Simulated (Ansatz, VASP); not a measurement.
One calculation of C, two programs

```
C
1.0
     0.00000    1.76591    1.76591
     1.76591    0.00000    1.76591
     1.76591    1.76591    0.00000
C
2
Direct
  0.00000 0.00000 0.00000
  0.25000 0.25000 0.25000
```

Alike in both runs: functional LDA; k mesh 10 × 10 × 10; no spin polarisation.

Ansatz relaxed the structure, and its values are those at the end. VASP's run is a single point on that final structure, the one shown.

```csv
,VASP,Ansatz
version,VASP 6.6.1,Ansatz 0.2.0
potentials or method,"VASP PAW LDA potentials, release 64 (C)","scalar-relativistic, plane waves, PAW"
plane-wave cutoff (eV),520,560
occupations,"gaussian, width 0.01 eV",fixed
valence electrons in the cell,8,8
```

```tsv
	VASP	Ansatz	Ansatz less VASP
gap on the k mesh at the Fermi level (eV)	4.20	4.21	+0.010
least direct gap on the mesh (eV)	5.63	5.63	0.000
pressure (GPa)	1.6	0.0	-1.58
```
